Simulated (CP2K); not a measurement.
The system is TiB2.

```
CELL_PARAMETERS angstrom
3.02920 0.00000 0.00000
-1.51460 2.62336 0.00000
0.00000 0.00000 3.22840
ATOMIC_POSITIONS crystal
Ti 0.00000 0.00000 0.00000
B 0.66667 0.33333 0.50000
B 0.33333 0.66667 0.50000
```

Base run:

| Item | Value |
| --- | --- |
| Program | CP2K 2026.2 |
| Functional | PBE |
| Potentials or basis | POTENTIAL_UZH Ti GTH-PBE-q12, B GTH-PBE-q3; TZVP-MOLOPT-PBE-GTH basis |
| Density cutoff | 6123 eV |
| k mesh | 10 × 10 × 8 |
| Occupations | fermi-dirac, width 0.05 eV |
| Spin | no spin polarisation |

Its results: band gap on the k mesh none (metal or under the smearing width); pressure 0.2 GPa.

Q: The run is repeated on the same cell with these changes: potentials or basis from POTENTIAL_UZH Ti GTH-PBE-q12, B GTH-PBE-q3; TZVP-MOLOPT-PBE-GTH basis to POTENTIAL_UZH Ti GTH-PBE-q12, B GTH-PBE-q3; ccGRB-D basis; basis sets from Ti TZVP-MOLOPT-PBE-GTH-q12, B TZVP-MOLOPT-PBE-GTH-q3 to Ti ccGRB-D-q12, B ccGRB-D-q3. What comes out?

A: Band gap on the k mesh none (metal or under the smearing width); pressure -1.1 GPa.

Caveats: the basis of atomic orbitals isn't converged, which shifts pressures, moduli and gaps.
